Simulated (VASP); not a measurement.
Runs of VASP 6.6.1 on BeS. Symmetry: F-43m, No. 216, cubic system. The conventional cell has a = 4.870 Å, b = 4.870 Å, c = 4.870 Å, α = 90.00°, β = 90.00°, γ = 90.00°. Be (site symmetry -43m) has 4 S at 2.11 Å as nearest neighbours. S (site symmetry -43m) is surrounded by 4 Be at 2.11 Å. The cell is a database's computed one.

| task | level | potentials or basis | cell | k mesh | cutoff (eV) | mesh quality | gap on the mesh (eV) | pressure (GPa) | relaxed volume (Å³/atom) |
| --- | --- | --- | --- | --- | --- | --- | --- | --- | --- |
| relaxation of cell and atoms | PBEsol | VASP PAW PBE potentials, release 64 (Be, S) | relaxed | 8 × 8 × 8 | 300 | not flagged | 2.91 | 0.0 | (c) |
| relaxation of cell and atoms | PBEsol | VASP PAW PBE potentials, release 64 (Be, S) | relaxed | 4 × 4 × 4 | 600 | coarse | 2.91 | 0.0 | 14.27 |
| single point | PBEsol | VASP PAW PBE potentials, release 64 (Be, S) | as given | 8 × 8 × 8 | 520 | not flagged | (a) | -1.7 | - |
| relaxation of cell and atoms | LDA | VASP PAW LDA potentials, release 64 (Be, S) | relaxed | 8 × 8 × 8 | 600 | not flagged | 2.83 | 0.0 | 13.80 |
| relaxation of cell and atoms | PBEsol | VASP PAW PBE potentials, release 64 (Be, S) | relaxed | 8 × 8 × 8 | 600 | not flagged | 2.92 | 0.0 | (b) |

Alike in all rows: no spin polarisation; smearing gaussian 0.02 eV.

Task: Fill in the values left out.

Result: (a) 2.96; (b) 14.18; (c) 14.15.

Caveats: some runs use coarse meshes; the PAW data sets were made with another functional, which shifts forces and pressure a little (some runs); the cutoff is under 1.25 times the usual one of these potentials, so pressure, stress and relaxed cells hold a basis-set (Pulay) error (some runs).

A k mesh can miss the band edges.
